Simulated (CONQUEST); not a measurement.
**Zr: equation of state with PBEsol**

The system is Zr.

```
Zr
1.0
     3.23200    0.00000    0.00000
     0.00000    5.14700    0.00000
     0.00000    0.00000    5.59799
Zr
4
Direct
  0.00000 0.75000 0.33333
  0.50000 0.75000 0.83333
  0.00000 0.25000 0.66667
  0.50000 0.25000 0.16667
```

- Program: CONQUEST 1.3
- Task: equation of state
- Functional: PBEsol
- Potentials or basis: PseudoDojo NC PBEsol, DZP, grid of 32 × 48 × 60 points
- k mesh: 8 × 5 × 5
- Occupations: fermi-dirac, width 0.05 eV
- Spin: no spin polarisation
- Solver: diagonalisation
- SCF tolerance: 1e-06

```json
{
  "Equilibrium volume": "22.87 Å³/atom",
  "Bulk modulus at fixed shape and positions": "102 GPa",
  "Pressure derivative of the bulk modulus": "2.7 (rough: it moves with the points fitted)"
}
```

Energy against volume, from the lowest point:
```
volume (Å³/atom)  energy (meV/atom)
          21.884              14.18
          22.350               3.96
          22.815               0.00
          23.281               2.38
          23.746              10.20
          24.212              23.44
          24.678              41.32
```

All runs of the series together: 9 min on 1 thread of Intel(R) Xeon(R) 6975P-C (Granite Rapids), on a shared host.

Caveat: the fit is doubtful: noisy points or a state that changes with volume; the DZP basis gives volumes some 2 % larger than converged bases do, and moduli off by several per cent; the cell was scaled at fixed shape and fractional positions, which overstates the stiffness of a crystal with free parameters, most of all of layers and chains; the basis of atomic orbitals isn't converged, which shifts pressures, moduli and gaps.
